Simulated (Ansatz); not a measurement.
Runs of Ansatz 0.2.0 on BAs. It takes space group Pm-3m (No. 221, cubic). Conventional cell: a = 3.236 Å, b = 3.236 Å, c = 3.236 Å, α = 90.00°, β = 90.00°, γ = 90.00°. Around B (site symmetry m-3m) lie 8 As at 2.80 Å. As (site symmetry m-3m) has 8 B at 2.80 Å as nearest neighbours. The cell was built by a generator and needn't be a form met in nature.

| task | level | cell | k mesh | cutoff (eV) | points for each segment of the path | target pressure (GPa) | gap on the mesh (eV) | pressure (GPa) |
| --- | --- | --- | --- | --- | --- | --- | --- | --- |
| band structure | PBE | as given | 6 × 6 × 6 | 420 | 14 | - | none | -16.4 |
| band structure | RPBE | as given | 8 × 8 × 8 | 420 | 14 | - | none | -13.4 |
| band structure | PBEsol | as given | 8 × 8 × 8 | 420 | 14 | - | none | -17.7 |
| relaxation of cell and atoms | PBE | relaxed to 30 GPa | 8 × 8 × 8 | 420 | - | 30 | none | 30.0 |
| band structure | PBE | as given | 8 × 8 × 8 | 420 | 14 | - | none | -14.8 |
| band structure | LDA | as given | 8 × 8 × 8 | 420 | 14 | - | none | (b) |
| band structure | BLYP | as given | 8 × 8 × 8 | 420 | 14 | - | none | -8.0 |
| band structure | r2SCAN | as given | 8 × 8 × 8 | 500 | 14 | - | none | -14.8 |
| band structure | revPBE | as given | 8 × 8 × 8 | 420 | 14 | - | none | (a) |

Alike in all rows: potentials or basis Ansatz PAW; no spin polarisation; smearing fermi-dirac 0.05 eV.

Problem. Estimate the missing entries.

Solution. (a) -13.8; (b) -18.8.

Caveats: the PAW data sets come from PBE, with cores solved anew for the run's functional, which leaves a small shift of forces and pressure (some runs); the plane-wave basis is chosen anew once the cell has moved, so the energies of steps on either side of that aren't comparable (some runs).

A k mesh can miss the band edges, and the runs leave out spin-orbit coupling on As.

A gap of «none» marks a metal or a gap under the smearing width.
